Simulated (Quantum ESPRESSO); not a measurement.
Wanted: the native input for a Quantum ESPRESSO 7.5 run.

```
Task                : single point
Functional          : PBE
Potentials or basis : SG15 PBE 1.2
Cutoff              : 1197 eV
Density cutoff      : 4789 eV
k mesh              : 5 × 5 × 4
Occupations         : fermi-dirac, width 0.05 eV
Spin                : no spin polarisation
Mixing beta         : 0.5
Most SCF iterations : 120
SCF threshold       : 4e-10 Ry
```

The system is CuO.

```
CELL_PARAMETERS angstrom
2.83633 0.00000 0.00000
-1.41816 2.45633 0.00000
0.00000 0.00000 2.76811
ATOMIC_POSITIONS crystal
Cu 0.00000 0.00000 0.00000
O 0.66667 0.33333 0.50000
```

Measurements of this composition are mostly on another form, of space group No. 15.

The input as run:

pw.in

```
&CONTROL
  calculation = 'scf'
  prefix = 'pwscf'
  outdir = './tmp'
  pseudo_dir = './pseudo'
  tprnfor = .true.
  tstress = .true.
  disk_io = 'nowf'
/
&SYSTEM
  ibrav = 0
  nat = 2
  ntyp = 2
  ecutwfc = 88
  nbnd = 19
  occupations = 'smearing'
  smearing = 'fd'
  degauss = 0.00367493
/
&ELECTRONS
  conv_thr = 4d-10
  electron_maxstep = 120
  mixing_beta = 0.5
/
ATOMIC_SPECIES
Cu    63.5460 Cu_ONCV_PBE-1.2.upf
O     15.9990 O_ONCV_PBE-1.2.upf
CELL_PARAMETERS angstrom
   2.8363251100    0.0000000000    0.0000000000
  -1.4181625500    2.4563296000    0.0000000000
   0.0000000000    0.0000000000    2.7681127800
ATOMIC_POSITIONS crystal
Cu     0.0000000000    0.0000000000    0.0000000000
O      0.6666666667    0.3333333333    0.5000000000
K_POINTS automatic
5 5 4 0 0 0
```

Potentials or basis: SG15 PBE 1.2.

The run is started by

```console
$ OMP_NUM_THREADS=1 mpirun -n 2 pw.x -nk 2 -in pw.in > pw.out
```

Results of the run:

```json
{"Pressure": "-0.6 GPa", "Band gap on the k mesh": "none (metal or under the smearing width)"}
```

Caveat: the k mesh is coarse (spacing up to 0.57 Å⁻¹), so the values aren't converged; an odd number of electrons without spin polarisation forces a metal; a magnetic or distorted state may lie lower; the run has no spin polarisation, though such a crystal can be magnetic; semilocal functionals often make such compounds metallic where correlation or magnetic order opens a gap, which also shifts bond lengths.

Run time: 8.6 s on 2 MPI ranks on Arm Neoverse N1, on a shared host, peak memory 0.1 GiB a rank.
